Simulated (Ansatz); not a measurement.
## F: what symmetry allows forces and stress to be

```
F
1.0
     2.99445   -1.71047   -0.14372
     2.99445    1.71047   -0.14372
    -2.04464    0.00000    7.02891
F
4
Cartesian
  0.1170 0.0000 0.7616
  3.6960 0.0000 5.9038
  1.8462 0.0000 4.0064
  2.2292 0.0000 2.8112
```

Method: DFT PBE, scalar-relativistic, plane waves, PAW in Ansatz.

Settings: cutoff 420 eV, Γ-centred mesh 10×10×4 on the computed 4-atom cell, Gaussian smearing of 0.02 eV; no spin polarisation.

This distorted cell has space group Cm, with 2 operations.

Question: Without a calculation: in which directions can each atom feel a force?

Answer: A force must be left unchanged by every operation that keeps its atom in place, so it lies in the space that those operations leave fixed. Atoms that the group maps onto each other feel forces of one size.
```json
{"atom": "F1", "site symmetry": "m", "operations at the site": "2", "equivalent to atom": "1", "allowed force (Cartesian)": "in the plane normal to (0.00, 1.00, 0.00)"}
{"atom": "F2", "site symmetry": "m", "operations at the site": "2", "equivalent to atom": "2", "allowed force (Cartesian)": "in the plane normal to (0.00, 1.00, 0.00)"}
{"atom": "F3", "site symmetry": "m", "operations at the site": "2", "equivalent to atom": "3", "allowed force (Cartesian)": "in the plane normal to (0.00, 1.00, 0.00)"}
{"atom": "F4", "site symmetry": "m", "operations at the site": "2", "equivalent to atom": "4", "allowed force (Cartesian)": "in the plane normal to (0.00, 1.00, 0.00)"}
```

That leaves 8 independent force components of 12, tied by 2 conditions that the forces sum to zero, so 6 remain. A relaxation in this cell that keeps the symmetry moves the atoms in these directions alone.

Question: And the stress tensor?

Answer: It must be invariant under the point group, which leaves 4 independent components: yz, xy vanish.

Question: Do the computed values obey this?

Answer: Yes. Forces (eV/Å):
```
F1  -0.727  0.000 -3.403
F2   0.697  0.000  3.426
F3  -2.640  0.000  8.501
F4   2.670  0.000 -8.524
```

Stress (GPa, compression positive, xx yy zz yz xz xy): 1.72 0.32 10.66 0.00 -10.21 0.00. The program imposes the same operations on density, forces and stress, so this confirms the analysis and is no independent test of the calculation.

The cell holds molecules, and where no dispersion correction was added their binding is poorly described.